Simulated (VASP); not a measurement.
Here is a VASP 6.6.1 calculation.

INCAR

```
PREC     = Accurate       # precision mode
ENCUT    = 520            # plane-wave cutoff, eV
EDIFF    = 1E-7           # SCF threshold, eV
ISMEAR   = 0              # smearing method
SIGMA    = 0.1            # smearing width, eV
LREAL    = False          # projectors in reciprocal space
LASPH    = True           # aspherical terms in the spheres
NELM     = 100            # most SCF steps
ALGO     = Fast           # electronic algorithm
ISIF     = 2              # what is computed and relaxed
LWAVE    = False          # write WAVECAR
LCHARG   = False          # write CHGCAR
GGA      = PS             # functional
NBANDS   = 16             # bands
```

Contents of KPOINTS:

```
regular mesh
0
Gamma
  15 15 8
```

Contents of POSCAR:

```
Ir
1.0
    2.7513778946      0.0000000000      0.0000000000
   -1.3756889473      2.3827631521      0.0000000000
    0.0000000000      0.0000000000      4.4622900000
Ir
2
Direct
    0.6666666700      0.3333333300      0.7500000000
    0.3427761485      0.6855523070      0.2500000000
```

Potentials or basis: VASP PAW PBE potentials, release 64 (Ir).

Launch:

```console
$ cat potpaw_PBE.64/Ir/POTCAR > POTCAR
$ mpirun -np 1 vasp_std > vasp.out
```

Problem. Predict the pressure.

Solution. -11.7 GPa.

Problem. Estimate the band gap on the k mesh.

Solution. None (metal or under the smearing width).

Problem. What does it give for the largest force?

Solution. 0.223 eV/Å.

Forces in eV/Å, atoms in the order of the input:
```
Ir   0.000  0.223  0.000
Ir   0.000 -0.223  0.000
```

Caveat: the PAW data sets were made with another functional, which shifts forces and pressure a little. The run has no spin-orbit coupling, so splittings on Ir are missing.
